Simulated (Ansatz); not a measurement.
# Te2Mo in Ansatz: equation of state

How stiff is Te2Mo in PBE, and what volume does it want? The cell is scaled to several volumes.

Program: Ansatz 0.2.0. These are calculated values, not measurements. Logs are shortened: lines on timing, memory, paths and dates and some standing lists are left out, and cuts for length are marked.

**1. The slab as given**

The cell holds a slab with vacuum, 6 atoms: a = 6.362 Å, b = 3.480 Å, c = 36.176 Å, α = 90.00°, β = 90.14°, γ = 90.00°.

**2. Equation of state, PBE**

Potentials or basis: all-electron LAPW, scalar-relativistic.

This step only gathers the single runs of the series.

Results:

```yaml
Equilibrium_volume: 134.43 Å³/atom
Bulk_modulus_at_fixed_shape_and_positions: 17.8 GPa
Pressure_derivative_of_the_bulk_modulus: 4.5
```

Energy against volume, from the lowest point:
| volume (Å³/atom) | energy (meV/atom) |
| --- | --- |
| 125.485 | 37.09 |
| 128.155 | 17.37 |
| 130.825 | 5.27 |
| 133.495 | 0.00 |
| 136.165 | 0.83 |
| 138.835 | 7.16 |
| 141.505 | 18.38 |

Caveat: the cell was scaled at fixed shape and fractional positions, which overstates the stiffness of a crystal with free parameters, most of all of layers and chains. The run has no spin-orbit coupling, so splittings on Te are missing.
